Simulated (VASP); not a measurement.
A run of VASP 6.6.1 is set up as follows.

INCAR

```
  PREC = Accurate
  ENCUT = 600
  EDIFF = 1E-6
  ISMEAR = -1
  SIGMA = 0.15
  LREAL = F
  LASPH = T
  NELM = 100
  ALGO = Fast
  ISIF = 3
  LWAVE = F
  LCHARG = F
  IBRION = 2
  NSW = 80
  EDIFFG = -0.001
```

KPOINTS

```
regular mesh
0
Gamma
  15 15 8
```

Contents of POSCAR:

```
PtSe2
1.0
    3.7411997911      0.0000000000      0.0000000000
   -1.8705998955      3.2399740597      0.0000000000
    0.0000000000      0.0000000000      4.7629254119
Pt Se
1 2
Direct
    0.0000000000      0.0000000000      0.0000000000
    0.3333333333      0.6666666667      0.2646107038
    0.6666666667      0.3333333333      0.7353892962
```

Potentials or basis: VASP PAW LDA potentials, release 64 (Pt, Se).

Launch:

```console
$ cat potpaw_LDA.64/Pt/POTCAR potpaw_LDA.64/Se/POTCAR > POTCAR
$ mpirun -np 1 vasp_std > vasp.out
```

Problem. What does it give for the space group after relaxing (to 0.05 Å)?

Solution. P-3m1 (No. 164).

Problem. Predict the relaxed cell.

Solution. a = 3.745 Å, b = 3.745 Å, c = 4.762 Å, α = 90.00°, β = 90.00°, γ = 120.00°.

Problem. What does it give for the band gap on the k mesh?

Solution. None (metal or under the smearing width).

Final structure:
```
Pt Se
1.0
     3.74548    0.00000    0.00000
    -1.87274    3.24368    0.00000
     0.00000    0.00000    4.76227
Pt Se
1 2
Direct
  0.00000 0.00000 0.00000
  0.33333 0.66667 0.26527
  0.66667 0.33333 0.73473
```

Spin-orbit coupling is left out, which matters for the levels of Pt.
